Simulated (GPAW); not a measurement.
# NaCl (Fm-3m) in GPAW: notebook

The runs below take NaCl through band structure, equation of state, with revPBE, LDA, OLYP, vdW-DF-cx.

Program: GPAW 26.7.0. These are calculated values, not measurements. Logs are shortened: lines on timing, memory, paths and dates and some standing lists are left out, and cuts for length are marked. The log counts tension as positive stress, the text compression.

### 1 Starting point

It takes space group Fm-3m (No. 225, cubic). Conventional cell: a = 5.588 Å, b = 5.588 Å, c = 5.588 Å, α = 90.00°, β = 90.00°, γ = 90.00°. Cl (site symmetry m-3m) has 6 Na at 2.79 Å as nearest neighbours. Around Na (site symmetry m-3m) lie 6 Cl at 2.79 Å.

The cell is a database's computed one.

### 2 Band structure, revPBE

Input file run.py:

```python
from ase.dft.bandgap import bandgap
from ase.io import read, write
from ase.units import GPa
from gpaw import GPAW, PW

atoms = read('NaCl.cif')

calc = GPAW(mode=PW(800),
            xc='revPBE',
            kpts={'size': (7, 7, 7), 'gamma': True},
            occupations={'name': 'fermi-dirac', 'width': 0.05},
            nbands=15,
            convergence={'density': 1e-05, 'energy': 1e-05},
            maxiter=150,
            txt='gpaw.txt')
atoms.calc = calc
energy = atoms.get_potential_energy()
forces = atoms.get_forces()
stress = atoms.get_stress()
calc.write('gs.gpw')
write('result.traj', atoms)
print(f'Energy: {energy:.6f} eV')
print('Forces (eV/A):')
print(forces.round(4))
print('Stress (GPa):', (stress / GPa).round(3))
print('Fermi level:', round(calc.get_fermi_level(), 4), 'eV')
print(f'Gap: {bandgap(calc)[0]:.4f} eV, direct: {bandgap(calc, direct=True)[0]:.4f} eV')

path = atoms.cell.bandpath('GXWKGLUWLK,UX', npoints=60, eps=1e-4)
bs_calc = calc.fixed_density(kpts=path, symmetry='off', nbands=26,
                             convergence={'bands': 'CBM+6.0', 'eigenstates': 1e-6}, txt='bands.txt')
bs = bs_calc.band_structure()
bs.write('bs.json')
print(f'Gap on the path: {bandgap(bs_calc)[0]:.4f} eV')
```

Input file NaCl.cif:

```cif
data_NaCl
_cell_length_a 3.95140210
_cell_length_b 3.95140210
_cell_length_c 3.95140210
_cell_angle_alpha 60.00000000
_cell_angle_beta 60.00000000
_cell_angle_gamma 60.00000000
_space_group_name_H-M_alt 'P1'
_space_group_name_Hall 'P 1'
_space_group_IT_number 1
loop_
_space_group_symop_operation_xyz
'x,y,z'
loop_
_atom_site_label
_atom_site_type_symbol
_atom_site_symmetry_multiplicity
_atom_site_Wyckoff_symbol
_atom_site_fract_x
_atom_site_fract_y
_atom_site_fract_z
_atom_site_occupancy
Cl1 Cl 1 a 0.5000000000 0.5000000000 0.5000000000 1
Na1 Na 1 a 0.0000000000 0.0000000000 0.0000000000 1
```

Potentials or basis: the program's PAW data sets (release 1.2.1) made for this functional, pw.

On the command line:

```sh
> OMP_NUM_THREADS=1 python run.py
```

gpaw.txt:

```text
__  _  _
 | _ |_)|_||  |
 |__||  | ||/\| - 26.7.0

Input parameters:
  mode=PW(ecut=800.0),
  convergence={'density': 1e-05, 'energy': 1e-05},
  kpts=MonkhorstPack(size=(7, 7, 7), gamma=True),
  maxiter=150,
  nbands=15,
  occupations=Occupations(name='fermi-dirac', width=0.05),
  xc=XC(name='revPBE')

Diagonalizing LCAO Hamiltonian
Converting LCAO to pw mode

                   Cl

       Na

Atoms  # Å, Bohr magnetons
|   | symbol |        x |        y |        z |    initial magnetic moments |
|---|--------|----------|----------|----------|-----------------------------|
| 0 |     Cl | 3.951402 | 2.281343 | 1.613153 | ( 0.0000,  0.0000,  0.0000) |
| 1 |     Na | 0.000000 | 0.000000 | 0.000000 | ( 0.0000,  0.0000,  0.0000) |

Unit cell  # Å
| periodic |        x |        y |        z |  lengths |    angles |
|----------|----------|----------|----------|----------|-----------|
|      yes | 3.951402 | 0.000000 | 0.000000 | 3.951402 | 60.000000 |
|      yes | 1.975701 | 3.422015 | 0.000000 | 3.951402 | 60.000000 |
|      yes | 1.975701 | 1.140672 | 3.226306 | 3.951402 | 60.000000 |

Number of symmetries: 48
Symmetry operations  # r_c * U_cc + t_c -> r_c
|    | kind |            matrix            |
|----|------|------------------------------|
|  0 |  σ   |  1, 0, 0,  1, 0,-1,  1,-1, 0 |
|  1 |  C2  |  1, 0, 0,  1,-1, 0,  1, 0,-1 |
|  2 |  E   |  1, 0, 0,  0, 1, 0,  0, 0, 1 |
|  3 |  σ   |  1, 0, 0,  0, 0, 1,  0, 1, 0 |
|  4 |  C4  |  1, 0,-1,  1, 0, 0,  1,-1, 0 |
|  5 |  S6  |  1, 0,-1,  1,-1, 0,  1, 0, 0 |
|  6 |  σ   |  1, 0,-1,  0, 1,-1,  0, 0,-1 |
|  7 |  C3  |  1, 0,-1,  0, 0,-1,  0, 1,-1 |
|  8 |  S6  |  1,-1, 0,  1, 0, 0,  1, 0,-1 |
|  9 |  C4  |  1,-1, 0,  1, 0,-1,  1, 0, 0 |
| 10 |  C3  |  1,-1, 0,  0,-1, 1,  0,-1, 0 |
| 11 |  σ   |  1,-1, 0,  0,-1, 0,  0,-1, 1 |
| 12 |  σ   |  0, 1, 0,  1, 0, 0,  0, 0, 1 |
| 13 |  C4  |  0, 1, 0,  0, 1,-1, -1, 1, 0 |
| 14 |  C3  |  0, 1, 0,  0, 0, 1,  1, 0, 0 |
| 15 |  S6  |  0, 1, 0, -1, 1, 0,  0, 1,-1 |
| 16 |  C2  |  0, 1,-1,  1, 0,-1,  0, 0,-1 |
| 17 |  σ   |  0, 1,-1,  0, 1, 0, -1, 1, 0 |
| 18 |  S4  |  0, 1,-1,  0, 0,-1,  1, 0,-1 |
| 19 |  C4  |  0, 1,-1, -1, 1, 0,  0, 1, 0 |
| 20 |  C3  |  0, 0, 1,  1, 0, 0,  0, 1, 0 |
| 21 |  σ   |  0, 0, 1,  0, 1, 0,  1, 0, 0 |
| 22 |  S6  |  0, 0, 1,  0,-1, 1, -1, 0, 1 |
| 23 |  C4  |  0, 0, 1, -1, 0, 1,  0,-1, 1 |
| 24 |  S4  |  0, 0,-1,  1, 0,-1,  0, 1,-1 |
| 25 |  C3  |  0, 0,-1,  0, 1,-1,  1, 0,-1 |
| 26 |  C2  |  0, 0,-1,  0,-1, 0, -1, 0, 0 |
| 27 |  S6  |  0, 0,-1, -1, 0, 0,  0,-1, 0 |
| 28 |  S4  |  0,-1, 1,  1,-1, 0,  0,-1, 0 |
| 29 |  C4  |  0,-1, 1,  0, 0, 1, -1, 0, 1 |
| 30 |  C2  |  0,-1, 1,  0,-1, 0,  1,-1, 0 |
| 31 |  σ   |  0,-1, 1, -1, 0, 1,  0, 0, 1 |
| 32 |  C3  |  0,-1, 0,  1,-1, 0,  0,-1, 1 |
| 33 |  S6  |  0,-1, 0,  0, 0,-1, -1, 0, 0 |
| 34 |  S4  |  0,-1, 0,  0,-1, 1,  1,-1, 0 |
| 35 |  C2  |  0,-1, 0, -1, 0, 0,  0, 0,-1 |
| 36 |  C2  | -1, 1, 0,  0, 1, 0,  0, 1,-1 |
| 37 |  S6  | -1, 1, 0,  0, 1,-1,  0, 1, 0 |
| 38 |  S4  | -1, 1, 0, -1, 0, 1, -1, 0, 0 |
| 39 |  C3  | -1, 1, 0, -1, 0, 0, -1, 0, 1 |
| 40 |  S6  | -1, 0, 1,  0, 0, 1,  0,-1, 1 |
| 41 |  C2  | -1, 0, 1,  0,-1, 1,  0, 0, 1 |
| 42 |  C3  | -1, 0, 1, -1, 1, 0, -1, 0, 0 |
| 43 |  S4  | -1, 0, 1, -1, 0, 0, -1, 1, 0 |
| 44 |  C2  | -1, 0, 0,  0, 0,-1,  0,-1, 0 |
| 45 |  i   | -1, 0, 0,  0,-1, 0,  0, 0,-1 |
| 46 |  σ   | -1, 0, 0, -1, 1, 0, -1, 0, 1 |
| 47 |  C2  | -1, 0, 0, -1, 0, 1, -1, 1, 0 |

BZ-sampling:
  Number of BZ points: 343
  Number of IBZ points: 20

  Monkhorst-Pack size: [7, 7, 7]
  Monkhorst-Pack shift: [0, 0, 0]

K-points  # in reciprocal-cell coordinates
|     |                                coordinates |     weight |
|-----|--------------------------------------------|------------|
|   0 | (  0.00000000,   0.00000000,   0.00000000) | 0.00291545 |
|   1 | (  0.14285714,   0.14285714,   0.00000000) | 0.01749271 |
|   2 | (  0.14285714,   0.14285714,   0.14285714) | 0.02332362 |
|   3 | (  0.28571429,   0.14285714,   0.14285714) | 0.03498542 |
|   4 | (  0.28571429,   0.28571429,   0.00000000) | 0.01749271 |
|   5 | (  0.28571429,   0.28571429,   0.14285714) | 0.06997085 |
|   6 | (  0.28571429,   0.28571429,   0.28571429) | 0.02332362 |
|   7 | (  0.42857143,  -0.28571429,  -0.28571429) | 0.03498542 |
|   8 | (  0.42857143,   0.28571429,  -0.42857143) | 0.13994169 |
|   9 | (  0.42857143,   0.28571429,  -0.28571429) | 0.06997085 |
| ... |                                            |            |
|  19 | (  0.42857143,   0.42857143,   0.42857143) | 0.02332362 |

Plane wave coefficients: 2258
Cutoff: 800.0 eV

Spin-components: 1 (collinear spins)
Bands:           15
Projectors:      10
Spin-degeneracy: 2
Datatype:        complex128

Parallelization:
  kpt:    1
  domain: 1
  band:   1

Density:
  Valence electrons: 14.0
  Components: 1
  Grid points: [27 27 27]
  Charge: 0.0  # |e|

Potential:
  Grid points: [27 27 27]

species:
  Cl:
    name:    Chlorine
    Z:       17.0
    valence: 7
    core:    10
    charge:  0.0  # [|e|]
    compensation charges:
      type: gauss
      rc: 0.25  # [Å]
      lmax: 2
    cutoffs:
      filter: 1.40  # [Å]
      core: 1.49  # [Å]
    projectors
    | kind |    occ | energy [eV] | rcut [Å] |
    |------|--------|-------------|----------|
    |   3s |  2.000 |     -20.668 |    0.794 |
    |   3p |  5.000 |      -8.559 |    0.794 |
    |    s |        |       6.544 |    0.794 |
    |    p |        |      18.652 |    0.794 |
    |    d |        |       0.000 |    0.794 |

    Using partial waves for Cl as LCAO basis

  Na:
    name:    Sodium
    Z:       11.0
    valence: 7
    core:    4
    charge:  0.0  # [|e|]
    compensation charges:
      type: gauss
      rc: 0.37  # [Å]
      lmax: 2
    cutoffs:
      filter: 2.17  # [Å]
      core: 2.59  # [Å]
    projectors
    | kind |    occ | energy [eV] | rcut [Å] |
    |------|--------|-------------|----------|
    |   3s |  1.000 |      -2.712 |    1.201 |
    |   2p |  6.000 |     -28.657 |    1.217 |
    |   3p |  0.000 |      -0.765 |    1.217 |
    |    s |        |      24.499 |    1.201 |
    |    d |        |       0.000 |    1.238 |

    Using partial waves for Na as LCAO basis

Reference energy: -16978.545948  # eV

eigensolver:
  PPCG
  Converge bands: occupied
  niter=2

density mixing:
  MSR1-Mixer
  Pratt-step length: 0.05
  Maximum mixing coefficient: 0.75
  Old densities: 10
  SVD Regularization: 0.005
  Good broyden scale: 1.0
  Trust region scale: 1.0
  Backstep threshold: 4.0
  History deletion threshold: 6.0
  Fourier metric: weight=20.0, sigma=0.015

occupation numbers:
  Fermi-Dirac:
    width: 0.0500  # eV

poisson solver:
  ecut: 6400.0  # eV

xc functional:
  name: revPBE with 2 nearest neighbor stencil

convergence criteria:
- Maximum integral of absolute [dens]ity change: 1e-05 electrons / valence electron
- Maximum [total energy] change in last 3 cyles: 1e-05 eV / valence electron
- Maximum integral of absolute [eigenst]ate change: 4e-08 eV^2 / valence electron
maximum number of iterations: 150

SCF iterations
|iter     | |      energy | eigst |  dens |
|---------|-|-------------|-------|-------|
|iter:   1| |   -6.443621 | -0.76 |       |
|iter:   2| |   -6.429427 | -2.99 | -1.33 |
|iter:   3| |   -6.394558 | -2.19 | -1.36 |
|iter:   4| |   -6.404830 | -3.74 | -1.83 |
|iter:   5| |   -6.407450 | -4.06 | -2.27 |
|iter:   6| |   -6.407516 | -5.43 | -3.23 |
|iter:   7| |   -6.407530c| -6.02 | -3.60 |
|iter:   8| |   -6.407531c| -7.89c| -4.78 |
|iter:   9| |   -6.407531c| -8.06c| -5.19c|

Converged in 9 steps
Energy contributions relative to reference atoms: (reference = -16978.545948)

Energy contributions:
  Kinetic:          10.468830
  Coulomb:         -10.003555
  Zero:              0.042017
  External:          0.000000
  Xc:               -6.914823
  Entropy:          -0.000000
  Spinorbit:         0.000000
  ----------------------------
  Free energy:      -6.407531
  Extrapolated:     -6.407531

dipole moment: (-7.330275, -4.232136, -2.992572)  # |e|*Ang

Fermi level: 1.879
Eigenvalues  # (at kpt = [0.000, 0.000, 0.000])
| band index |      eig [eV] | occ [0-2] |
|------------|---------------|-----------|
|          0 |       -21.021 |     2.000 |
|          1 |       -21.021 |     2.000 |
|          2 |       -21.021 |     2.000 |
|          3 |       -12.969 |     2.000 |
|          4 |        -0.254 |     2.000 |
|          5 |        -0.254 |     2.000 |
|          6 |        -0.254 |     2.000 |
|          7 |         5.244 |     0.000 |
|          8 |        10.955 |     0.000 |
|          9 |        10.955 |     0.000 |
|         10 |        10.955 |     0.000 |
|         11 |        13.006 |     0.000 |
|         12 |        13.006 |     0.000 |
|         13 |        15.048 |     0.000 |
|         14 |        17.564 |     0.000 |

Gap: 5.498 eV
Transition (v -> c):
  (s=0, k=0, n=6, [0.00, 0.00, 0.00]) -> (s=0, k=0, n=7, [0.00, 0.00, 0.00])
No difference between direct/indirect transitions

Forces  # eV/Ang
|        x |        y |        z |
|----------|----------|----------|
|  0.00000 | -0.00000 | -0.00000 |  # Cl   0
| -0.00000 | -0.00000 | -0.00000 |  # Na   1

Stress tensor  # eV/Ang^3
|         x |         y |         z |
|-----------|-----------|-----------|
| -0.019925 |  0.000000 |  0.000000 |
|  0.000000 | -0.019925 | -0.000000 |
|  0.000000 |  0.000000 | -0.019925 |

# Writing to gs.gpw (mode='')
```

Wall time 36 s (1 thread of Arm Neoverse V2, shared host); peak memory 0.27 GiB.

Results:

- Free energy: -6.4075 eV
- Pressure: 3.2 GPa
- Band gap on the k mesh: 5.50 eV, direct
- Band gap along the path: 5.50 eV, direct

Levels at the corners of the path, in eV from the valence-band top:
```csv
point,band 4,band 5,band 6,band 7,band 8,band 9,band 10,band 11
Γ,-12.71,0.00,0.00,0.00,5.50,11.21,11.21,11.21
X,-12.31,-1.68,-0.61,-0.61,7.84,8.23,11.78,15.14
W,-12.29,-1.20,-1.20,-0.77,9.14,9.95,9.95,11.68
K,-12.30,-1.43,-1.13,-0.51,8.49,9.30,10.90,13.00
Γ,-12.71,0.00,0.00,0.00,5.50,11.21,11.21,11.21
L,-12.36,-1.95,-0.27,-0.27,7.54,11.12,11.12,11.12
U,-12.30,-1.43,-1.13,-0.51,8.49,9.30,10.90,13.00
W,-12.29,-1.20,-1.20,-0.77,9.14,9.95,9.95,11.68
L,-12.36,-1.95,-0.27,-0.27,7.54,11.12,11.12,11.12
K,-12.30,-1.43,-1.13,-0.51,8.49,9.30,10.90,13.00
U,-12.30,-1.43,-1.13,-0.51,8.49,9.30,10.90,13.00
X,-12.31,-1.68,-0.61,-0.61,7.84,8.23,11.78,15.14
```

### 3 Equation of state, LDA

Input file run.py:

```python
from ase import Atoms
from ase.eos import EquationOfState
from ase.io import Trajectory
from ase.units import GPa
from gpaw import GPAW, PW

atoms = Atoms(['Cl', 'Na'],
              cell=[[0.0, 2.7940632177, 2.7940632177],
                    [2.7940632177, 0.0, 2.7940632177],
                    [2.7940632177, 2.7940632177, 0.0]],
              scaled_positions=[[0.5, 0.5, 0.5],
                                [0.0, 0.0, 0.0]],
              pbc=True)

traj = Trajectory('eos.traj', 'w')
volumes, energies = [], []
for x in [0.94, 0.96, 0.98, 1.0, 1.02, 1.04, 1.06]:
    a = atoms.copy()
    a.set_cell(atoms.cell * x**(1 / 3), scale_atoms=True)
    calc = GPAW(mode=PW(800),
                xc='LDA',
                kpts={'size': (7, 7, 7), 'gamma': True},
                occupations={'name': 'fermi-dirac', 'width': 0.05},
                setups={'Na': '1'},
                nbands=-8,
                convergence={'density': 1e-05, 'energy': 1e-05},
                maxiter=150,
                txt=f'eos-{x:.2f}.txt')
    a.calc = calc
    energies.append(a.get_potential_energy(force_consistent=True))
    volumes.append(a.get_volume())
    p = -a.get_stress()[:3].mean() / GPa
    calc.write(f'eos-{x:.2f}.gpw')
    traj.write(a)
    print(f'{x:.2f} {volumes[-1]:10.4f} A^3 {energies[-1]:14.6f} eV {p:9.3f} GPa', flush=True)

v0, e0, B = EquationOfState(volumes, energies, eos='birchmurnaghan').fit()
print(f'V0 = {v0:.4f} A^3, E0 = {e0:.6f} eV, B0 = {B / GPa:.2f} GPa')
```

Potentials or basis: the program's PAW data sets (release 1.2.1) made for this functional, other valence, pw.

On the command line:

```sh
> OMP_NUM_THREADS=1 python run.py
```

It took 51 s on 1 thread of Arm Neoverse V2, shared host; peak memory 0.27 GiB.

It converged, with:

```yaml
Equilibrium_volume: 20.77 Å³/atom
Bulk_modulus: 33 GPa
Pressure_derivative_of_the_bulk_modulus: 4.9
```

Energy against volume, from the lowest point:
```
volume (Å³/atom)  energy (meV/atom)
          20.504               0.19
          20.940               0.00
          21.376               1.58
          21.813               4.73
          22.249               9.26
          22.685              15.02
          23.121              21.85
```

### 4 Equation of state, OLYP

Input file run.py:

```python
from ase.eos import EquationOfState
from ase.io import Trajectory
from ase.spacegroup import crystal
from ase.units import GPa
from gpaw import GPAW, PW, setup_paths

setup_paths.insert(0, '.')

# Cl 4b
# Na 4a
atoms = crystal(['Cl', 'Na'],
                basis=[[0.5, 0.0, 0.0],
                       [0.0, 0.0, 0.0]],
                spacegroup=225, setting=1,  # Fm-3m
                cellpar=[5.58812644, 5.58812644, 5.58812644, 90.0, 90.0, 90.0],
                primitive_cell=True)

traj = Trajectory('eos.traj', 'w')
volumes, energies = [], []
for x in [0.94, 0.96, 0.98, 1.0, 1.02, 1.04, 1.06]:
    a = atoms.copy()
    a.set_cell(atoms.cell * x**(1 / 3), scale_atoms=True)
    calc = GPAW(mode=PW(800),
                xc='GGA_X_OPTX+GGA_C_LYP',
                kpts={'size': (7, 7, 7), 'gamma': True},
                occupations={'name': 'fermi-dirac', 'width': 0.05},
                nbands=15,
                convergence={'density': 1e-05, 'energy': 1e-05},
                eigensolver='davidson',
                maxiter=150,
                txt=f'eos-{x:.2f}.txt')
    a.calc = calc
    energies.append(a.get_potential_energy(force_consistent=True))
    volumes.append(a.get_volume())
    p = -a.get_stress()[:3].mean() / GPa
    calc.write(f'eos-{x:.2f}.gpw')
    traj.write(a)
    print(f'{x:.2f} {volumes[-1]:10.4f} A^3 {energies[-1]:14.6f} eV {p:9.3f} GPa', flush=True)

v0, e0, B = EquationOfState(volumes, energies, eos='birchmurnaghan').fit()
print(f'V0 = {v0:.4f} A^3, E0 = {e0:.6f} eV, B0 = {B / GPa:.2f} GPa')
```

Potentials or basis: PAW data sets generated in the run's folder for this functional, pw.

On the command line:

```sh
> gpaw-setup -f GGA_X_OPTX+GGA_C_LYP Cl Na
> OMP_NUM_THREADS=1 python run.py
```

Wall time 71 s (1 thread of Arm Neoverse V2, shared host); peak memory 0.28 GiB.

The run converged. Its results:

```
Equilibrium volume : outside the volumes run
```

Energy against volume, from the lowest point:
| volume (Å³/atom) | energy (meV/atom) |
| --- | --- |
| 20.504 | 72.60 |
| 20.940 | 55.49 |
| 21.376 | 40.64 |
| 21.813 | 27.87 |
| 22.249 | 16.95 |
| 22.685 | 7.71 |
| 23.121 | 0.00 |

(Continued in part 2 of 2.)
